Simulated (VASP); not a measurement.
Method: PBE GGA with D3 dispersion (Becke-Johnson damping), VASP's PBE PAW potentials (set 64) (plane waves; VASP).

A VASP calculation is set up with these files.

KPOINTS:
```
Automatic mesh
0
Gamma
7 7 7
0 0 0
```

### INCAR
```
! general
SYSTEM =CsBr
PREC   =Accurate
ENCUT  =520
LREAL  =.FALSE.
LASPH  =.TRUE.   ! aspherical one-centre terms

! electronic loop
EDIFF  =1E-7   ! SCF stop (eV)
NELM   =100   ! most electronic steps
ALGO   =Normal   ! blocked Davidson
LMAXMIX=4

! smearing
ISMEAR =-5   ! tetrahedra, Bloechl

! functional
GGA    =PE   ! PBE
IVDW   =12   ! D3, Becke-Johnson

! ions
ISIF   =2   ! forces and stress, cell fixed

! output
LWAVE  =.FALSE.
LCHARG =.TRUE.
LORBIT =11
NEDOS  =601
```

### POSCAR
```
CsBr
1
    4.3054962397    -0.0000000000    -0.0000000000
    0.0000000000     4.3054962397     0.0000000000
    0.0000000000     0.0000000000     4.3054962397
Cs Br
1 1
Direct
  0.0000000000   0.0000000000   0.0000000000
  0.5000000000   0.5000000000   0.5000000000
```

POTCAR, in this order: Cs_sv Br (PBE.64 set). Program: vasp_std.

Output of the run:

OSZICAR:
```
       N       E                     dE             d eps       ncg     rms          rms(c)
DAV:   1     0.982769709360E+02    0.98277E+02   -0.66540E+03   480   0.113E+03
DAV:   2     0.988646499877E+00   -0.97288E+02   -0.92745E+02   724   0.179E+02
DAV:   3    -0.617911331043E+01   -0.71678E+01   -0.71324E+01   596   0.559E+01
DAV:   4    -0.627679024727E+01   -0.97677E-01   -0.97640E-01   556   0.657E+00
DAV:   5    -0.627758264940E+01   -0.79240E-03   -0.79208E-03   604   0.612E-01    0.180E+00
DAV:   6    -0.604576967021E+01    0.23181E+00   -0.35081E-01   548   0.307E+00    0.110E+00
DAV:   7    -0.600792059089E+01    0.37849E-01   -0.17807E-01   592   0.223E+00    0.580E-01
DAV:   8    -0.601075965462E+01   -0.28391E-02   -0.12347E-02   564   0.775E-01    0.896E-02
DAV:   9    -0.601118104978E+01   -0.42140E-03   -0.17289E-03   560   0.272E-01    0.740E-02
DAV:  10    -0.601124323155E+01   -0.62182E-04   -0.11789E-04   572   0.929E-02    0.124E-02
DAV:  11    -0.601125000719E+01   -0.67756E-05   -0.25938E-05   576   0.352E-02    0.437E-03
DAV:  12    -0.601124985961E+01    0.14758E-06   -0.53528E-06   592   0.152E-02    0.106E-03
DAV:  13    -0.601124988741E+01   -0.27799E-07   -0.13451E-07   448   0.308E-03
   1 F= -.64478877E+01 E0= -.64478877E+01  d E =0.000000E+00
```

OUTCAR:
```
------------------------ aborting loop because EDIFF is reached ----------------------------------------
 Edisp (eV)   -0.43664
  FORCE on cell =-STRESS in cart. coord.  units (eV):
  Direction    XX          YY          ZZ          XY          YZ          ZX
  --------------------------------------------------------------------------------------
  Total       0.01284     0.01284     0.01284     0.00000     0.00000    -0.00000
  in kB       0.25770     0.25770     0.25770     0.00000     0.00000    -0.00000
  external pressure =        0.26 kB  Pullay stress =        0.00 kB
  volume of cell :       79.81
      direct lattice vectors                 reciprocal lattice vectors
     4.305496240  0.000000000  0.000000000     0.232261264  0.000000000  0.000000000
     0.000000000  4.305496240  0.000000000     0.000000000  0.232261264  0.000000000
     0.000000000  0.000000000  4.305496240     0.000000000  0.000000000  0.232261264
 POSITION                                       TOTAL-FORCE (eV/Angst)
 -----------------------------------------------------------------------------------
      0.00000      0.00000      0.00000         0.000000      0.000000      0.000000
      2.15275      2.15275      2.15275         0.000000      0.000000      0.000000
 -----------------------------------------------------------------------------------
    total drift:                                0.000000      0.000000     -0.000000
  FREE ENERGIE OF THE ION-ELECTRON SYSTEM (eV)
  ---------------------------------------------------
  free  energy   TOTEN  =        -6.4478877101 eV

  energy  without entropy=       -6.4478877101  energy(sigma->0) =       -6.44788771

 total charge

# of ion       s       p       d       tot
------------------------------------------
    1        1.835   4.707   0.030   6.572
    2        1.602   3.284   0.002   4.888
--------------------------------------------------
tot          3.436   7.991   0.032  11.459
```
(Selected blocks of OUTCAR.)

The compound is CsBr in the CsCl type structure. It was relaxed first.
